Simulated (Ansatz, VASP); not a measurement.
CaB2: VASP beside Ansatz

File INCAR:

```
SYSTEM = CaB2
PREC     = Accurate       ! precision mode
ENCUT    = 520            ! plane-wave cutoff, eV
EDIFF    = 1E-7           ! SCF threshold, eV
ISMEAR   = -1             ! smearing method
SIGMA    = 0.05           ! smearing width, eV
LREAL    = .FALSE.        ! projectors in reciprocal space
LASPH    = .TRUE.         ! aspherical terms in the spheres
NELM     = 100            ! most SCF steps
ALGO     = Normal         ! electronic algorithm
ISIF     = 2              ! what is computed and relaxed
LWAVE    = .FALSE.        ! write WAVECAR
LCHARG   = .FALSE.        ! write CHGCAR
GGA      = PE             ! functional
NBANDS   = 15             ! bands
```

The input KPOINTS:

```
Automatic mesh
0
G
  9 9 7
  0 0 0
```

POSCAR

```
CaB2
1.0
    3.2897096885      0.0000000000      0.0000000000
   -1.6448548442      2.8489721613      0.0000000000
    0.0000000000      0.0000000000      4.1471650370
Ca B
1 2
Direct
    0.0000000000      0.0000000000      0.0000000000
    0.6666666667      0.3333333333      0.5000000000
    0.3333333333      0.6666666667      0.5000000000
```

input.yaml

```yaml
crystal:
  lattice:
    - [3.2897096885, 0.0, 0.0]
    - [-1.6448548442, 2.8489721613, 0.0]
    - [0.0, 0.0, 4.147165037]
  atoms:
    - { symbol: Ca, position: [0.0, 0.0, 0.0] }
    - { symbol: B, position: [0.6666666667, 0.3333333333, 0.5] }
    - { symbol: B, position: [0.3333333333, 0.6666666667, 0.5] }
hamiltonian:
  xc: pbe
  pseudopotentials: { kind: paw }
kpoints:
  mp_grid: { grid: [9, 9, 7] }
scf:
  occupations: { method: fermi_dirac, width: 0.05 }
output:
  forces: true
  stress: true
  eigenvalues: true
  write_density: true
  write_potential: true
  elf: true
  volumetric_format: npy
```

Change from the starting cell: volume scaled by 1.06.

Alike in both runs: task single point; functional PBE; k mesh 9 × 9 × 7; occupations fermi-dirac, width 0.05 eV; no spin polarisation.

|  | VASP | Ansatz |
| --- | --- | --- |
| version | VASP 6.6.1 | Ansatz 0.2.0 |
| potentials or method | VASP PAW PBE potentials, release 64 (Ca_sv, B) | Ansatz PAW |
| plane-wave cutoff (eV) | 520 | 420 |
| valence electrons in the cell | 16 | 16 |

```csv
,VASP,Ansatz,Ansatz less VASP
gap on the k mesh at the Fermi level (eV),none,none,-
pressure (GPa),-6.4,-6.6,-0.24
largest component of the traceless stress (GPa),0.92,0.81,-0.113
```

A gap of «none» marks a metal or a gap that the smearing closes. The functional is the same, so the differences come from potentials, cutoffs and numerics.
